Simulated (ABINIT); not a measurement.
# AlN (P6_3mc) in ABINIT: further runs

One crystal, AlN, is run at these levels: SCAN, revPBE; tasks: band structure.

Program: ABINIT 10.8.3 (patched build). These are calculated values, not measurements. Logs are shortened: lines on timing, memory, paths and dates and some standing lists are left out, and cuts for length are marked. The log counts tension as positive stress, the text compression.

**Experimental background.**

From “Self-assembly of well-separated AlN nanowires directly on sputtered metallic TiN films”, 2019, arxiv:1910.07391, for a bulk crystal of AlN at 10 K: band gap 6.034 eV (an exciton energy, a little under the gap).

From “Structural and optical properties of self-assembled AlN nanowires grown on SiO2/Si substrates by molecular beam epitaxy”, 2024, arxiv:2402.00216, for a bulk crystal of AlN at 0 K: band gap 6.0343 eV (an exciton energy, a little under the gap).

The runs below are set against these values where they give the same quantity.

## (1) The crystal as given

Symmetry: P6_3mc, No. 186, hexagonal system. Conventional cell: a = 3.113 Å, b = 3.113 Å, c = 4.981 Å, α = 90.00°, β = 90.00°, γ = 120.00°. Around Al (site symmetry 3m) lie 4 N at 1.89 Å. Around N (site symmetry 3m) lie 4 Al at 1.89 Å.

## (2) Band structure, SCAN

File run.abi:

```
# Datasets: ground state, then fixed potential
ndtset 2

# Pseudopotentials
pp_dirpath "./"
pseudos "Al.GGA_PBE-JTH.xml, N.GGA_PBE-JTH.xml"

# Structure
acell 3*1.0 Angstrom
rprim
     3.1130000000     0.0000000000     0.0000000000
    -1.5565000000     2.6959370820     0.0000000000
     0.0000000000     0.0000000000     4.9810000000
ntypat 2
znucl 13 7
natom 4
typat 1 1 2 2
xred
     0.6666666667     0.3333333333     0.5000000000
     0.3333333333     0.6666666667     0.0000000000
     0.6666666667     0.3333333333     0.8800000000
     0.3333333333     0.6666666667     0.3800000000

# Plane-wave basis
ecut 31.0
pawecutdg 53.0

# Exchange and correlation
ixc -263267
usekden 1
pawxcdev 0

# Bands and occupations
occopt 3
tsmear 0.05 eV

# SCF cycle
nstep 100

# Output
iomode 3
prtwf 0
prteig 0
prtebands 0
enunit 1
prtden1 1
prtkden1 1
prtvha1 1
prtvclmb1 1
prtpot1 1

# Dataset 1
kptopt1 1
ngkpt1 10 10 6
nshiftk1 1
shiftk1 0.0 0.0 0.0
nband1 12
tolvrs1 1.0e-7

# Dataset 2: bands along G-M-K-G-A-L-H-A
iscf2 -2
getden2 1
getkden2 1
nband2 18
nbdbuf2 4
tolwfr2 1.0e-11
kptopt2 -7
ndivsm2 5
prteig2 1
kptbounds2
     0.0000000000     0.0000000000     0.0000000000
     0.5000000000     0.0000000000     0.0000000000
     0.3333333333     0.3333333333     0.0000000000
     0.0000000000     0.0000000000     0.0000000000
     0.0000000000     0.0000000000     0.5000000000
     0.5000000000     0.0000000000     0.5000000000
     0.3333333333     0.3333333333     0.5000000000
     0.0000000000     0.0000000000     0.5000000000
```

Potentials or basis: JTH PAW PBE v2.0.

Launch:

```bash
$ abinit run.abi > log 2>&1
```

run.abo:

```text
.Version 10.8.3 of ABINIT
 DATASET    1 : space group P6_3 m c (#186); Bravais hP (primitive hexag.)
================================================================================
 Values of the parameters that define the memory need for DATASET  1.
     intxc =       0    ionmov =       0      iscf =      17    lmnmax =       8
     lnmax =       4     mgfft =      48  mpssoang =       2    mqgrid =    3085
     natom =       4  nloc_mem =       2    nspden =       1   nspinor =       1
    nsppol =       1      nsym =      12    n1xccc =       1    ntypat =       2
    occopt =       3   xclevel =       2
       mpw =        2352          nfft =       43200          nkpt =          56
 PAW method is used; the additional fine FFT grid is defined by:
   mgfftf=        64    nfftf =    102400
================================================================================
================================================================================

 DATASET    2 : space group P6_3 m c (#186); Bravais hP (primitive hexag.)
================================================================================
 Values of the parameters that define the memory need for DATASET  2.
     intxc =       0    ionmov =       0      iscf =      -2    lmnmax =       8
     lnmax =       4     mgfft =      48  mpssoang =       2    mqgrid =    3085
     natom =       4  nloc_mem =       2    nspden =       1   nspinor =       1
    nsppol =       1      nsym =      12    n1xccc =       1    ntypat =       2
    occopt =       3   xclevel =       2
       mpw =        2370          nfft =       43200          nkpt =          56
 PAW method is used; the additional fine FFT grid is defined by:
   mgfftf=        64    nfftf =    102400
================================================================================
================================================================================

--------------------------------------------------------------------------------
------------- Echo of variables that govern the present computation ------------
--------------------------------------------------------------------------------
 -outvars: echo values of preprocessed input variables --------
            acell      1.8897261259E+00  1.8897261259E+00  1.8897261259E+00 Bohr
              amu      2.69815390E+01  1.40067400E+01
             ecut      3.10000000E+01 Hartree
           enunit           1
           getden1          0
           getden2          1
          getkden1          0
          getkden2          1
             iscf1         17
             iscf2         -2
                       outvar_i_n : Printing only first  50 k-points.
              ixc     -263267
           jdtset        1    2
                       outvar_i_n : Printing only first  50 k-points.
           kptopt1          1
           kptopt2         -7
         kptrlatt       10    0    0      0   10    0      0    0    6
          kptrlen1     5.64763550E+01
          kptrlen2     3.00000000E+01
            natom           4
            nband1         12
            nband2         18
           nbdbuf1          0
           nbdbuf2          4
           ndtset           2
           ndivsm1          0
           ndivsm2          5
            ngfft          30      30      48
          ngfftdg          40      40      64
             nkpt          56
            nstep         100
             nsym          12
           ntypat           2
                       prtocc : prtvol=0, do not print more k-points.
           occopt           3
        pawecutdg      5.30000000E+01 Hartree
         pawxcdev           0
        prtebands           0
           prteig1          0
           prteig2          1
          prtkden           1
           prtpot1          1
           prtpot2          0
         prtvclmb1          1
         prtvclmb2          0
           prtvha1          1
           prtvha2          0
            prtwf           0
            rprim      3.1130000000E+00  0.0000000000E+00  0.0000000000E+00
                      -1.5565000000E+00  2.6959370820E+00  0.0000000000E+00
                       0.0000000000E+00  0.0000000000E+00  4.9810000000E+00
           shiftk1     0.00000000E+00  0.00000000E+00  0.00000000E+00
           shiftk2     5.00000000E-01  5.00000000E-01  5.00000000E-01
[... 660 lines left out ...]
  4.44E-05  5.93E-04
 -2.9846E-01 -2.9846E-01  1.3114E-01  1.3114E-01  2.3207E-01  2.3207E-01
  2.3504E-01  2.3504E-01  5.2262E-01  5.2262E-01  6.5888E-01  6.5888E-01
  7.1148E-01  7.1148E-01  7.1389E-01  7.1389E-01  9.3928E-01  9.4437E-01
 Non-SCF case, kpt   56 (  0.00000  0.00000  0.50000), residuals and eigenvalues=
  1.30E-12  2.91E-12  1.14E-12  1.40E-12  1.60E-12  2.99E-12  1.71E-12  2.19E-12
  1.88E-12  6.85E-12  9.38E-12  1.87E-12  5.63E-12  8.57E-12  9.85E-12  7.02E-12
  5.96E-05  2.71E-04
 -2.9959E-01 -2.9959E-01  1.3141E-01  1.3141E-01  2.3617E-01  2.3617E-01
  2.3617E-01  2.3617E-01  5.1893E-01  5.1893E-01  6.6871E-01  6.6871E-01
  7.0817E-01  7.0817E-01  7.0817E-01  7.0817E-01  9.5678E-01  9.5800E-01

Result for kinetic energy density :

--------------------------------------------------------------------------------
 Total kinetic energy density [Ha/Bohr^3]
)     Maximum=    2.6474E+00  at reduced coord.    0.6750    0.3500    0.8750
)     Minimum=    3.4590E-03  at reduced coord.    0.0000    0.0000    0.1563
   Integrated=    1.4036E+01
--------------------------------------------------------------------------------

--- !ResultsGS
iteration_state: {dtset: 2, }
comment   : Summary of ground state results
lattice_vectors:
- [  5.8827174,   0.0000000,   0.0000000, ]
- [ -2.9413587,   5.0945827,   0.0000000, ]
- [  0.0000000,   0.0000000,   9.4127258, ]
lattice_lengths: [   5.88272,    5.88272,    9.41273, ]
lattice_angles: [ 90.000,  90.000, 120.000, ] # degrees, (23, 13, 12)
lattice_volume:   2.8209931E+02
convergence: {deltae:  0.000E+00, res2:  0.000E+00, residm:  9.977E-12, diffor:  0.000E+00, }
etotal    :  -2.08945717E+01
entropy   :   0.00000000E+00
fermie    :   3.25005151E-01
cartesian_stress_tensor: null
pressure_GPa: null
xred      :
- [  6.6667E-01,   3.3333E-01,   5.0000E-01, Al]
- [  3.3333E-01,   6.6667E-01,   0.0000E+00, Al]
- [  6.6667E-01,   3.3333E-01,   8.8000E-01,  N]
- [  3.3333E-01,   6.6667E-01,   3.8000E-01,  N]
cartesian_forces: null
force_length_stats: {min: null, max: null, mean: null, }
...

 Integrated electronic density in atomic spheres:
 ------------------------------------------------
 Atom  Sphere_radius  Integrated_density
    1        1.90363          0.88540188
    2        1.90363          0.88540188
    3        1.20497          2.63193918
    4        1.20497          2.63193918

================================================================================

 ----iterations are completed or convergence reached----

 Mean square residual over all n,k,spin=   39.698E-13; max=  99.767E-13
 reduced coordinates (array xred) for    4 atoms
       0.666666666667      0.333333333333      0.500000000000
       0.333333333333      0.666666666667      0.000000000000
       0.666666666667      0.333333333333      0.880000000000
       0.333333333333      0.666666666667      0.380000000000

 cartesian coordinates (angstrom) at end:
    1      1.55650000000000     0.89864569400000     2.49050000000000
    2      0.00000000000000     1.79729138800000     0.00000000000000
    3      1.55650000000000     0.89864569400000     4.38328000000000
    4      0.00000000000000     1.79729138800000     1.89278000000000
 length scales=  1.889726125908  1.889726125908  1.889726125908 bohr
              =  1.000000000000  1.000000000000  1.000000000000 angstroms
 Eigenvalues (   eV  ) for nkpt=  56  k points:
 kpt#   1, nband= 18, wtk=  1.00000, kpt=  0.0000  0.0000  0.0000 (reduced coord)
  -9.04295   -6.91506    0.86849    6.09320    6.09320    6.77970    6.77970    6.95400
  11.80269   14.39263   18.49661   18.95452   18.95452   20.99146   21.03442   21.03442
  22.42417   22.42496
 kpt#   2, nband= 18, wtk=  1.00000, kpt=  0.0556  0.0000  0.0000 (reduced coord)
  -9.00324   -6.89272    0.91640    5.90405    6.03742    6.58396    6.77426    6.93802
  12.00112   14.56857   18.31542   18.65510   19.07615   20.88475   21.06946   21.08843
  21.81995   22.21229
 kpt#   3, nband= 18, wtk=  1.00000, kpt=  0.1111  0.0000  0.0000 (reduced coord)
  -8.88572   -6.82835    1.05900    5.38654    5.88953    6.09871    6.74889    6.88086
  12.49593   15.01584   17.78373   18.03410   19.42842   20.55747   20.91637   21.04811
  21.51189   22.02136
 kpt#   4, nband= 18, wtk=  1.00000, kpt=  0.1667  0.0000  0.0000 (reduced coord)
  -8.69534   -6.73012    1.29281    4.66362    5.47644    5.68813    6.69342    6.77535
  13.10175   15.47946   16.96406   17.59047   19.94407   20.24396   20.28605   20.67367
  21.87625   22.37399
 kpt#   5, nband= 18, wtk=  1.00000, kpt=  0.2222  0.0000  0.0000 (reduced coord)
[... 193 lines left out ...]
  14.63677   14.63677   17.12734   17.12734   19.60838   19.60838   20.03734   20.03734
  24.68774   24.68866
 kpt#  54, nband= 18, wtk=  1.00000, kpt=  0.0606  0.0606  0.5000 (reduced coord)
  -8.03141   -8.03141    3.53247    3.53247    6.03309    6.03309    6.30298    6.30298
  14.45166   14.45166   17.46113   17.46113   19.58074   19.58074   19.64938   19.64938
  25.10672   25.51531
 kpt#  55, nband= 18, wtk=  1.00000, kpt=  0.0303  0.0303  0.5000 (reduced coord)
  -8.12157   -8.12157    3.56858    3.56858    6.31482    6.31482    6.39586    6.39586
  14.22123   14.22123   17.92901   17.92901   19.36044   19.36044   19.42582   19.42582
  25.55917   25.69759
 kpt#  56, nband= 18, wtk=  1.00000, kpt=  0.0000  0.0000  0.5000 (reduced coord)
  -8.15215   -8.15215    3.57583    3.57583    6.42648    6.42648    6.42648    6.42648
  14.12083   14.12083   18.19643   18.19643   19.27027   19.27027   19.27027   19.27027
  26.03540   26.06856

== END DATASET(S) ==============================================================
================================================================================

 -outvars: echo values of variables after computation  --------
            acell      1.8897261259E+00  1.8897261259E+00  1.8897261259E+00 Bohr
           etotal1    -2.0894571744E+01
            fcart1    -8.7882494613E-27 -3.5517287345E-26 -4.6530602121E-03
                       2.6364748384E-26  2.5369490961E-26 -4.6530602121E-03
                      -5.5658913255E-26  3.2134688550E-26  4.6530602121E-03
                       3.8082414332E-26 -2.1986892166E-26  4.6530602121E-03
            rprim      3.1130000000E+00  0.0000000000E+00  0.0000000000E+00
                      -1.5565000000E+00  2.6959370820E+00  0.0000000000E+00
                       0.0000000000E+00  0.0000000000E+00  4.9810000000E+00
           strten1    -3.2565740512E-05 -3.2565740509E-05 -1.0032949753E-04
                       0.0000000000E+00  0.0000000000E+00  0.0000000000E+00
           xangst      1.5565000000E+00  8.9864569400E-01  2.4905000000E+00
                       2.0731891839E-17  1.7972913880E+00  0.0000000000E+00
                       1.5565000000E+00  8.9864569400E-01  4.3832800000E+00
                       2.0731891839E-17  1.7972913880E+00  1.8927800000E+00
             xred      6.6666666667E-01  3.3333333333E-01  5.0000000000E-01
                       3.3333333333E-01  6.6666666667E-01  0.0000000000E+00
                       6.6666666667E-01  3.3333333333E-01  8.8000000000E-01
                       3.3333333333E-01  6.6666666667E-01  3.8000000000E-01
 Calculation completed.
```

Run time: 2.9 min. Hardware: 1 thread of Arm Neoverse V2, shared host; peak memory 0.19 GiB.

Results:

```yaml
Free_energy: -568.5703 eV
Pressure: 1.6 GPa
Largest_force: 0.239 eV/Å
Band_gap_on_the_k_mesh: 4.85 eV, direct
Band_gap_along_the_path: 4.85 eV, direct
Valence_electrons_inside_the_program's_atomic_spheres: Al 0.89; N 2.63
```

Forces on the atoms (eV/Å):
```
Al   0.000  0.000 -0.239
Al   0.000  0.000 -0.239
N    0.000  0.000  0.239
N    0.000  0.000  0.239
```

Stress tensor (GPa, compression positive):
```
0.96 0.00 0.00
0.00 0.96 0.00
0.00 0.00 2.95
```

Levels at the corners of the path, in eV from the valence-band top:
```
point  band 5  band 6  band 7  band 8  band 9  band 10  band 11  band 12
    Γ   -0.86   -0.17   -0.17    0.00    4.85     7.44    11.54    12.00
    M   -3.41   -2.14   -1.79   -0.68    6.47     6.52     8.99    11.25
    K   -3.81   -2.48   -2.43   -2.43    5.70     9.17    10.58    10.58
    Γ   -0.86   -0.17   -0.17    0.00    4.85     7.44    11.54    12.00
    A   -0.53   -0.53   -0.53   -0.53    7.17     7.17    11.24    11.24
    L   -1.48   -1.48   -1.39   -1.39    5.98     5.98    10.13    10.13
    H   -3.90   -3.90   -0.82   -0.82    8.16     8.16     8.64     8.64
    A   -0.53   -0.53   -0.53   -0.53    7.17     7.17    11.24    11.24
```

Caveat: totals of a meta-GGA on PAW files have another zero than those of a GGA; the PAW data sets were made with another functional, which shifts forces and pressure a little.

## (3) Band structure, revPBE

run.abi, as its differences from that of step 2:

```diff
@@ -26,7 +26,6 @@
 pawecutdg 53.0
+pawxcdev 0
 
 # Exchange and correlation
-ixc -263267
-usekden 1
-pawxcdev 0
+ixc 14
 
@@ -46,3 +45,2 @@
 prtden1 1
-prtkden1 1
 prtvha1 1
@@ -57,3 +55,3 @@
 nband1 12
-tolvrs1 1.0e-7
+tolvrs1 1.0e-9
 
@@ -62,3 +60,2 @@
 getden2 1
-getkden2 1
 nband2 18
```

Potentials or basis: JTH PAW PBE v2.0.

Launch:

```bash
$ abinit run.abi > log 2>&1
```

run.abo:

```text
.Version 10.8.3 of ABINIT
 DATASET    1 : space group P6_3 m c (#186); Bravais hP (primitive hexag.)
================================================================================
 Values of the parameters that define the memory need for DATASET  1.
     intxc =       0    ionmov =       0      iscf =      17    lmnmax =       8
     lnmax =       4     mgfft =      48  mpssoang =       2    mqgrid =    3085
     natom =       4  nloc_mem =       2    nspden =       1   nspinor =       1
    nsppol =       1      nsym =      12    n1xccc =       1    ntypat =       2
    occopt =       3   xclevel =       2
       mpw =        2352          nfft =       43200          nkpt =          56
 PAW method is used; the additional fine FFT grid is defined by:
   mgfftf=        64    nfftf =    102400
================================================================================
================================================================================
[... 1019 lines left out ...]
================================================================================

 -outvars: echo values of variables after computation  --------
            acell      1.8897261259E+00  1.8897261259E+00  1.8897261259E+00 Bohr
           etotal1    -2.4397479499E+01
            fcart1     4.0050616034E-29  2.3123233949E-29 -2.6824060079E-03
                      -2.8607582882E-29 -1.6516595678E-29 -2.6824060079E-03
                      -5.7215165763E-30 -3.3033191355E-30  2.6824060079E-03
                      -5.7215165763E-30 -3.3033191355E-30  2.6824060079E-03
            rprim      3.1130000000E+00  0.0000000000E+00  0.0000000000E+00
                      -1.5565000000E+00  2.6959370820E+00  0.0000000000E+00
                       0.0000000000E+00  0.0000000000E+00  4.9810000000E+00
           strten1    -2.0551279428E-04 -2.0551279428E-04 -2.5555203663E-04
                       0.0000000000E+00  0.0000000000E+00  0.0000000000E+00
           xangst      1.5565000000E+00  8.9864569400E-01  2.4905000000E+00
                       2.0731891839E-17  1.7972913880E+00  0.0000000000E+00
                       1.5565000000E+00  8.9864569400E-01  4.3832800000E+00
                       2.0731891839E-17  1.7972913880E+00  1.8927800000E+00
             xred      6.6666666667E-01  3.3333333333E-01  5.0000000000E-01
                       3.3333333333E-01  6.6666666667E-01  0.0000000000E+00
                       6.6666666667E-01  3.3333333333E-01  8.8000000000E-01
                       3.3333333333E-01  6.6666666667E-01  3.8000000000E-01
 Calculation completed.
```

Run time: 64 s. Hardware: 1 thread of Arm Neoverse V2, shared host; peak memory 0.15 GiB.

What came out:

* Free energy: -663.8892 eV
* Pressure: 6.5 GPa
* Largest force: 0.138 eV/Å
* Band gap on the k mesh: 4.23 eV, direct
* Band gap along the path: 4.23 eV, direct
* Valence electrons inside the program's atomic spheres: Al 0.89; N 2.63

Forces on the atoms (eV/Å):
```
Al   0.000  0.000 -0.138
Al   0.000  0.000 -0.138
N    0.000  0.000  0.138
N    0.000  0.000  0.138
```

Stress tensor (GPa, compression positive):
```
6.05 0.00 0.00
0.00 6.05 0.00
0.00 0.00 7.52
```

Levels at the corners of the path, in eV from the valence-band top:
```
point  band 6  band 7  band 8  band 9  band 10  band 11
    Γ   -0.18   -0.18    0.00    4.23     6.71    10.66
    M   -2.05   -1.76   -0.65    5.83     5.87     8.24
    K   -2.41   -2.36   -2.36    5.09     8.40     9.71
    Γ   -0.18   -0.18    0.00    4.23     6.71    10.66
    A   -0.51   -0.51   -0.51    6.50     6.50    10.40
    L   -1.43   -1.34   -1.34    5.35     5.35     9.33
    H   -3.82   -0.77   -0.77    7.46     7.46     7.89
    A   -0.51   -0.51   -0.51    6.50     6.50    10.40
```

Caveat: the PAW data sets were made with another functional, which shifts forces and pressure a little.

## (4) How close it comes

Step 2. Measured gap of AlN: 6.034 eV (an exciton energy, a little under the gap; 10 K; quoted in “Self-assembly of well-separated AlN nanowires directly on sputtered metallic TiN films”, 2019, arxiv:1910.07391). This calculation gives 4.85 eV (-1.19 eV). 2 values of this kind are on record (6.034 to 6.0343 eV); this one was drawn at random. The value is that of SCAN, without temperature or zero-point motion.

Step 3. Against the measured gap of AlN, 6.0343 eV (an exciton energy, a little under the gap; 0 K; quoted in “Structural and optical properties of self-assembled AlN nanowires grown on SiO2/Si substrates by molecular beam epitaxy”, 2024, arxiv:2402.00216), the calculated 4.23 eV is off by -1.80 eV. 2 values of this kind are on record (6.034 to 6.0343 eV); this one was drawn at random. The value is that of revPBE, without temperature or zero-point motion. Semilocal functionals fall short of measured gaps as a rule.
